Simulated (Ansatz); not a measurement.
Here is an Ansatz 0.2.0 calculation.

run.py

```python
import json

import ase.io
import numpy as np
import spglib

import ansatz as az

atoms = ase.io.read("C.cif")
cell, frac, numbers = spglib.find_primitive((atoms.cell[:], atoms.get_scaled_positions(), atoms.numbers), symprec=1e-5)
atoms = ase.Atoms(numbers, cell=cell, scaled_positions=frac, pbc=True)

calculation = (
    az.Crystal.from_ase(atoms)
    .calculation()
    .kpoints(13, 13, 13)
    .functional("pbesol", dispersion="d3bjatm")
    .pseudopotentials(kind="paw", partial_waves="polarizable")
    .scf(tolerance=1e-08)
    .occupations(method="fixed")
    .polarization()
    .forces()
    .stress()
    .band_table(publish=True)
)
outcome = calculation.run(threads=2, events_out="events.jsonl")

report = outcome.report
for line in open("events.jsonl"):
    event = json.loads(line)
    if event["event"] == "scf_iter":
        d = event["data"]
        print(f"SCF {d['iter']:3d}  HF = {d['harris_foulkes_ev']:.6f} eV  dr2 = {d['dr2_ev']:.2e} eV")
    elif event["event"] in ("relax_step", "md_step"):
        d = event["data"]
        print(f"{event['event']} {d['step']:3d}  E = {d['lagrangian_ev']:.6f} eV")
np.set_printoptions(precision=5, suppress=True, linewidth=110)
print("converged:", report["converged"], "after", report["n_iterations"], "iterations")
print(f"free energy {report['free_energy_ev']:.6f} eV, Fermi level {report['fermi_energy_ev']:.4f} eV")
for key in ("band_edges_ev", "magnetization_mub", "site_moments_mub", "site_moments_nc_mub", "forces_ev_ang",
                "stress_gpa"):
    if report.get(key) is not None:
        print(key, np.array(report[key]), sep="\n")
```

Contents of C.cif:

```cif
data_C
_cell_length_a 3.56674000
_cell_length_b 3.56674000
_cell_length_c 3.56674000
_cell_angle_alpha 90.00000000
_cell_angle_beta 90.00000000
_cell_angle_gamma 90.00000000
_space_group_name_H-M_alt 'Fd-3m'
_space_group_name_Hall 'F 4d 2 3 -1d'
_space_group_IT_number 227
loop_
_space_group_symop_operation_xyz
'x,y,z'
'-y+1/4,x+1/4,z+1/4'
'-x,-y+1/2,z+1/2'
'y+3/4,-x+1/4,z+3/4'
'x,-y,-z'
'-y+1/4,-x+3/4,-z+3/4'
'-x,y+1/2,-z+1/2'
'y+3/4,x+3/4,-z+1/4'
'z,x,y'
'z+1/4,-y+1/4,x+1/4'
'z+1/2,-x,-y+1/2'
'z+3/4,y+3/4,-x+1/4'
'-z,x,-y'
'-z+3/4,-y+1/4,-x+3/4'
'-z+1/2,-x,y+1/2'
'-z+1/4,y+3/4,x+3/4'
'y,z,x'
'x+1/4,z+1/4,-y+1/4'
'-y+1/2,z+1/2,-x'
'-x+1/4,z+3/4,y+3/4'
'-y,-z,x'
'-x+3/4,-z+3/4,-y+1/4'
'y+1/2,-z+1/2,-x'
'x+3/4,-z+1/4,y+3/4'
'-x+1/4,-y+1/4,-z+1/4'
'y,-x,-z'
'x+1/4,y+3/4,-z+3/4'
'-y+1/2,x,-z+1/2'
'-x+1/4,y+1/4,z+1/4'
'y,x+1/2,z+1/2'
'x+1/4,-y+3/4,z+3/4'
'-y+1/2,-x+1/2,z'
'-z+1/4,-x+1/4,-y+1/4'
'-z,y,-x'
'-z+3/4,x+1/4,y+3/4'
'-z+1/2,-y+1/2,x'
'z+1/4,-x+1/4,y+1/4'
'z+1/2,y,x+1/2'
'z+3/4,x+1/4,-y+3/4'
'z,-y+1/2,-x+1/2'
'-y+1/4,-z+1/4,-x+1/4'
'-x,-z,y'
'y+3/4,-z+3/4,x+1/4'
'x,-z+1/2,-y+1/2'
'y+1/4,z+1/4,-x+1/4'
'x+1/2,z+1/2,y'
'-y+3/4,z+3/4,x+1/4'
'-x+1/2,z,-y+1/2'
'x,y+1/2,z+1/2'
[... 70 lines left out ...]
'x+1/4,-z+1/4,y+1/4'
'-x+3/4,-y+1/4,-z+3/4'
'y+1/2,-x,-z+1/2'
'x+3/4,y+3/4,-z+1/4'
'-y,x,-z'
'-x+3/4,y+1/4,z+3/4'
'y+1/2,x+1/2,z'
'x+3/4,-y+3/4,z+1/4'
'-y,-x+1/2,z+1/2'
'-z+3/4,-x+1/4,-y+3/4'
'-z+1/2,y,-x+1/2'
'-z+1/4,x+1/4,y+1/4'
'-z,-y+1/2,x+1/2'
'z+3/4,-x+1/4,y+3/4'
'z,y,x'
'z+1/4,x+1/4,-y+1/4'
'z+1/2,-y+1/2,-x'
'-y+3/4,-z+1/4,-x+3/4'
'-x+1/2,-z,y+1/2'
'y+1/4,-z+3/4,x+3/4'
'x+1/2,-z+1/2,-y'
'y+3/4,z+1/4,-x+3/4'
'x,z+1/2,y+1/2'
'-y+1/4,z+3/4,x+3/4'
'-x,z,-y'
'x+1/2,y+1/2,z'
'-y+3/4,x+3/4,z+1/4'
'-x+1/2,-y,z+1/2'
'y+1/4,-x+3/4,z+3/4'
'x+1/2,-y+1/2,-z'
'-y+3/4,-x+1/4,-z+3/4'
'-x+1/2,y,-z+1/2'
'y+1/4,x+1/4,-z+1/4'
'z+1/2,x+1/2,y'
'z+3/4,-y+3/4,x+1/4'
'z,-x+1/2,-y+1/2'
'z+1/4,y+1/4,-x+1/4'
'-z+1/2,x+1/2,-y'
'-z+1/4,-y+3/4,-x+3/4'
'-z,-x+1/2,y+1/2'
'-z+3/4,y+1/4,x+3/4'
'y+1/2,z+1/2,x'
'x+3/4,z+3/4,-y+1/4'
'-y,z,-x'
'-x+3/4,z+1/4,y+3/4'
'-y+1/2,-z+1/2,x'
'-x+1/4,-z+1/4,-y+1/4'
'y,-z,-x'
'x+1/4,-z+3/4,y+3/4'
'-x+3/4,-y+3/4,-z+1/4'
'y+1/2,-x+1/2,-z'
'x+3/4,y+1/4,-z+3/4'
'-y,x+1/2,-z+1/2'
'-x+3/4,y+3/4,z+1/4'
'y+1/2,x,z+1/2'
'x+3/4,-y+1/4,z+3/4'
'-y,-x,z'
'-z+3/4,-x+3/4,-y+1/4'
'-z+1/2,y+1/2,-x'
'-z+1/4,x+3/4,y+3/4'
'-z,-y,x'
'z+3/4,-x+3/4,y+1/4'
'z,y+1/2,x+1/2'
'z+1/4,x+3/4,-y+3/4'
'z+1/2,-y,-x+1/2'
'-y+3/4,-z+3/4,-x+1/4'
'-x+1/2,-z+1/2,y'
'y+1/4,-z+1/4,x+1/4'
'x+1/2,-z,-y+1/2'
'y+3/4,z+3/4,-x+1/4'
'x,z,y'
'-y+1/4,z+1/4,x+1/4'
'-x,z+1/2,-y+1/2'
loop_
_atom_site_label
_atom_site_type_symbol
_atom_site_symmetry_multiplicity
_atom_site_Wyckoff_symbol
_atom_site_fract_x
_atom_site_fract_y
_atom_site_fract_z
_atom_site_occupancy
C1 C 8 a 0.2500000000 0.2500000000 0.2500000000 1
```

Potentials or basis: Ansatz PAW polarizable.

Command:

```console
$ python run.py
```

Problem. Predict the pressure.

Solution. -7.7 GPa.

Problem. Predict the band gap on the k mesh.

Solution. 4.02 eV, indirect (least direct gap 5.54 eV).

Caveat: odd divisions of the mesh miss points on the zone boundary, where band edges often lie, so the gap on the mesh can be too wide; the pressure holds a Pulay correction of +1.0 GPa for the finite cutoff; the thresholds are loose for stress. A hybrid or GW would open this gap; PBEsol tends to underestimate it.
